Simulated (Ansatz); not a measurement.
**CuO: computed DOS**

```yaml
crystal:
  lattice:
    - [2.63683, 0.00000, 0.00000]
    - [0.00000, 2.63683, 0.00000]
    - [0.00000, 0.00000, 2.63683]
  atoms:
    - { symbol: Cu, position: [0.00000, 0.00000, 0.00000] }
    - { symbol: O, position: [0.50000, 0.50000, 0.50000] }
```

The conventional cell has a = 2.637 Å, b = 2.637 Å, c = 2.637 Å, α = 90.00°, β = 90.00°, γ = 90.00°. Cu (atom 1) is surrounded by 8 O at 2.28 Å. O (atom 2) is surrounded by 8 Cu at 2.28 Å.

The structure comes from a relaxation in the same program, started in the CsCl type, and has space group Pm-3m. Whether it is a known phase or the ground state wasn't checked.

Without spin polarisation or U, such a compound can come out metallic where the real one is a magnetic insulator.

Computed with DFT, PBE, all-electron LAPW, scalar-relativistic (Ansatz 0.2.0).

Sampling and basis: a Γ-centred 12×12×12 k mesh, Fermi–Dirac smearing of 0.08 eV, basis error target 0.25 meV/atom, no spin polarisation.

States per eV and cell, averaged over 0.4 eV, from -5.8 to 4.0 eV, with energies (bin centres) from the Fermi level; empty bins are left out. The partial columns, the largest 4 alone, are projections on Löwdin-orthogonalised atomic shells (those that the program's projection atoms carry: the occupied ones and, for some elements, an empty d or f shell; other empty shells have no column), summed over atoms of an element. Weights on diffuse s and p shells depend on that basis and aren't pure angular character.

```json
{"E (eV)": "-5.7", "total": "2.12", "Cu 3d": "0.47", "O 2p": "1.42", "Cu 4s": "0.18", "O 2s": "0.02"}
{"E (eV)": "-5.3", "total": "1.39", "Cu 3d": "0.34", "O 2p": "0.93", "Cu 4s": "0.07", "O 2s": "0.02"}
{"E (eV)": "-4.9", "total": "1.27", "Cu 3d": "0.34", "O 2p": "0.86", "Cu 4s": "0.04", "O 2s": "0.02"}
{"E (eV)": "-4.5", "total": "1.26", "Cu 3d": "0.40", "O 2p": "0.79", "Cu 4s": "0.03", "O 2s": "0.02"}
{"E (eV)": "-4.1", "total": "1.22", "Cu 3d": "0.46", "O 2p": "0.70", "Cu 4s": "0.02", "O 2s": "0.01"}
{"E (eV)": "-3.7", "total": "1.40", "Cu 3d": "0.64", "O 2p": "0.71", "Cu 4s": "0.02", "O 2s": "0.01"}
{"E (eV)": "-3.3", "total": "1.79", "Cu 3d": "0.94", "O 2p": "0.79", "Cu 4s": "0.03", "O 2s": "0.02"}
{"E (eV)": "-2.9", "total": "3.38", "Cu 3d": "2.33", "O 2p": "0.98", "Cu 4s": "0.03", "O 2s": "0.01"}
{"E (eV)": "-2.5", "total": "3.10", "Cu 3d": "2.72", "O 2p": "0.35", "Cu 4s": "0.01", "O 2s": "0.01"}
{"E (eV)": "-2.1", "total": "2.21", "Cu 3d": "2.04", "O 2p": "0.13", "Cu 4s": "0.01", "O 2s": "0.02"}
{"E (eV)": "-1.7", "total": "6.71", "Cu 3d": "6.21", "O 2p": "0.33", "Cu 4s": "0.05", "O 2s": "0.09"}
{"E (eV)": "-1.3", "total": "3.22", "Cu 3d": "2.73", "O 2p": "0.39", "Cu 4s": "0.04", "O 2s": "0.03"}
{"E (eV)": "-0.9", "total": "2.93", "Cu 3d": "2.09", "O 2p": "0.77", "Cu 4s": "0.02", "O 2s": "0.02"}
{"E (eV)": "-0.5", "total": "1.53", "Cu 3d": "0.77", "O 2p": "0.73", "Cu 4s": "0.01", "O 2s": "0.01"}
{"E (eV)": "-0.1", "total": "2.94", "Cu 3d": "1.28", "O 2p": "1.63", "Cu 4s": "0.00", "O 2s": "0.01"}
{"E (eV)": "0.3", "total": "1.56", "Cu 3d": "0.71", "O 2p": "0.84", "Cu 4s": "0.00", "O 2s": "0.00"}
{"E (eV)": "1.1", "total": "0.01", "Cu 3d": "0.00", "O 2p": "0.00", "Cu 4s": "0.00", "O 2s": "0.00"}
{"E (eV)": "1.5", "total": "0.02", "Cu 3d": "0.00", "O 2p": "0.00", "Cu 4s": "0.01", "O 2s": "0.01"}
{"E (eV)": "1.9", "total": "0.03", "Cu 3d": "0.00", "O 2p": "0.01", "Cu 4s": "0.01", "O 2s": "0.01"}
{"E (eV)": "2.3", "total": "0.04", "Cu 3d": "0.00", "O 2p": "0.01", "Cu 4s": "0.02", "O 2s": "0.01"}
{"E (eV)": "2.7", "total": "0.06", "Cu 3d": "0.00", "O 2p": "0.02", "Cu 4s": "0.03", "O 2s": "0.01"}
{"E (eV)": "3.1", "total": "0.07", "Cu 3d": "0.00", "O 2p": "0.02", "Cu 4s": "0.04", "O 2s": "0.01"}
{"E (eV)": "3.5", "total": "0.10", "Cu 3d": "0.00", "O 2p": "0.03", "Cu 4s": "0.05", "O 2s": "0.02"}
{"E (eV)": "3.9", "total": "0.12", "Cu 3d": "0.00", "O 2p": "0.04", "Cu 4s": "0.06", "O 2s": "0.02"}
```

**Question.** Where is the centre of the filled Cu 3d states between -14 eV and the top of the filled states?

**Answer.** -2.14 eV from the Fermi level.
